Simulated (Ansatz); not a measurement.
Rows from a G0W0 calculation on Ca on the Sn site plus O vacancy in SnO2 (23-atom cell) (Ansatz 0.2.0; G0W0 on LDA, plane waves, PAW; 3×3×2 mesh, 554 empty bands, screening to 130 eV), in eV. Spin-orbit coupling is left out.

```
row      Σx     Σc     Vxc     Z
  A  -26.16   4.99  -20.73  0.73
  B  -12.19  -4.01  -17.56  0.78
  C  -26.75   5.10  -21.16  0.73
  D  -26.85   5.08  -21.35  0.73
  E  -13.57  -4.06  -19.17  0.78
  F  -13.58  -2.99  -17.62  0.80
```

Q: Which rows are filled states and which are empty ones, and how can one tell?

Filled: A, C and D. Empty: B, E and F. The sign of Σc tells: for a filled state bare exchange, which holds its interaction with itself, lies below Vxc (Σx − Vxc is -5.4 eV or lower here) and screening gives part back as a positive Σc. For an empty state Σx lies above Vxc (+4.0 eV or more) and the Coulomb hole leaves Σc negative.

[Paths, hosts, dates, memory and timing lines, banners, echoed tables and standing remarks are left out of the program output.]

[Logs are printed without paths, hosts, clocks, repeated set-up lines and the standing remarks that a program may print on its own settings, such as how far it seeks lower states.]

[Runs of the session that timed out or met a known fault of the program may be left out.]

[Cells called generated may have been cut or substituted from an entry of the Crystallography Open Database or the Materials Project.]

[Hosts, paths, dates, database ids (printed as entryN), source tags and the programs' standing remarks are cut or masked in the printed files.]
